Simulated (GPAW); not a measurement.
PtSe2 (Sudovikovite):

```
Pt Se
1.0
     3.72400    0.00000    0.00000
    -1.86200    3.22508    0.00000
     0.00000    0.00000    5.06200
Pt Se
1 2
Direct
  0.00000 0.00000 0.00000
  0.66667 0.33333 0.75000
  0.33333 0.66667 0.25000
```

| Property | Result |
| --- | --- |
| Program | GPAW 26.7.0 |
| Task | relaxation of cell and atoms |
| Functional | BP86 |
| Potentials or basis | PAW data sets generated in the run's folder for this functional |
| Cutoff | 600 eV |
| Basis | pw |
| k mesh | 6 × 6 × 4 |
| Occupations | fermi-dirac, width 0.05 eV |
| Spin | no spin polarisation |

At the start: pressure 8.2 GPa; volume 20.27 Å³/atom.

Task: Where does the relaxation end?

Result: Over 16 steps the energy falls by 42.5 meV/atom and the volume is 25.01 Å³/atom (+23.4 %); space group P-3m1 (No. 164, to 0.05 Å).

Step by step:
```tsv
step	energy change (eV)	largest force (eV/Å)	pressure (GPa)	volume (Å³)
1	0.0000	0.6715	8.21	60.80
2	-0.0493	0.3776	5.47	61.70
3	-0.0894	0.1101	0.89	63.53
4	-0.0907	0.1467	0.43	63.80
5	-0.0927	0.1644	-0.07	64.21
6	-0.0952	0.1368	-0.42	64.73
7	-0.0974	0.0636	-0.36	65.10
8	-0.0984	0.0016	-0.07	65.18
9	-0.0991	0.0333	0.18	65.18
10	-0.1004	0.0744	0.52	65.22
11	-0.1033	0.1217	0.94	65.49
12	-0.1081	0.1562	1.29	66.27
13	-0.1146	0.1150	1.18	67.66
14	-0.1241	0.0529	0.77	71.63
15	-0.1264	0.0196	0.36	73.31
16	-0.1275	0.0028	0.06	75.02
```

Final structure:
```
Pt Se
1.0
     3.76304    0.00000    0.00000
    -1.88152    3.25889    0.00000
     0.00000    0.00000    6.11703
Pt Se
1 2
Direct
  0.00000 0.00000 0.00000
  0.66667 0.33333 0.78613
  0.33333 0.66667 0.21387
```

Caveat: later steps reuse the first step's grids; the volume moved by over 15 % at a fixed basis, so the end points are rough; the volume moved by +23 % from the deposited cell, more than functionals usually miss.
